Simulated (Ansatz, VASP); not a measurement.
## BAs: VASP beside Ansatz

The input INCAR:

```
PREC = Accurate
ENCUT = 600
EDIFF = 1E-7
ISMEAR = -1
SIGMA = 0.05
LREAL = False
LASPH = True
NELM = 80
ALGO = Normal
ISIF = 3
LWAVE = False
LCHARG = False
GGA = RE
IBRION = 2
NSW = 60
EDIFFG = -0.02
```

File KPOINTS:

```
Automatic mesh
0
Gamma
  10 10 10
```

Contents of POSCAR:

```
BAs
1.0
    0.0000000000      2.3885000000      2.3885000000
    2.3885000000      0.0000000000      2.3885000000
    2.3885000000      2.3885000000      0.0000000000
As B
1 1
Direct
    0.7500000000      0.7500000000      0.7500000000
    0.0000000000      0.0000000000      0.0000000000
```

Contents of input.yaml:

```yaml
crystal:
  lattice:
    - [0.0, 2.3885, 2.3885]
    - [2.3885, 0.0, 2.3885]
    - [2.3885, 2.3885, 0.0]
  atoms:
    - { symbol: As, position: [0.75, 0.75, 0.75] }
    - { symbol: B, position: [0.0, 0.0, 0.0] }
hamiltonian:
  xc: revpbe
  pseudopotentials: { kind: paw }
kpoints:
  mp_grid: { grid: [10, 10, 10] }
scf:
  occupations: { method: fermi_dirac, width: 0.05 }
output:
  forces: true
  stress: true
  write_density: true
  write_potential: true
  elf: true
  volumetric_format: npy
relax:
  f_tol: 0.01
  max_steps: 40
  cell: { stress_tol: 0.05 }
```

Alike in both runs: task relaxation of cell and atoms; functional revPBE; k mesh 10 × 10 × 10; occupations fermi-dirac, width 0.05 eV; no spin polarisation.

```csv
,VASP,Ansatz
version,VASP 6.6.1,Ansatz 0.2.0
potentials or method,"VASP PAW PBE potentials, release 64 (As, B)",Ansatz PAW
plane-wave cutoff (eV),600,420
valence electrons in the cell,8,18
```

VASP gave:

* gap on the k mesh at the Fermi level, each at its own relaxed structure (eV): 1.24
* relaxed volume (Å³/atom): 14.17
* relaxed cell length with the largest relative difference (Å): 3.422
* energy change over the relaxation (meV/atom): -9

Problem. Estimate Ansatz's values.

Solution. gap on the k mesh at the Fermi level, each at its own relaxed structure (eV): 1.24; relaxed volume (Å³/atom): 14.11; relaxed cell length with the largest relative difference (Å): 3.417; energy change over the relaxation (meV/atom): -7.

The two sets of potentials don't hold the same shells in valence.

Caveats: the PAW data sets were made with another functional, which shifts forces and pressure a little (VASP); the plane-wave basis is chosen anew once the cell has moved, so the energies of steps on either side of that aren't comparable (Ansatz); the PAW data sets come from PBE, with cores solved anew for the run's functional, which leaves a small shift of forces and pressure (Ansatz). Zero-point motion and thermal expansion aren't in these numbers. revPBE gaps usually lie below the measured ones, often by a third to a half.
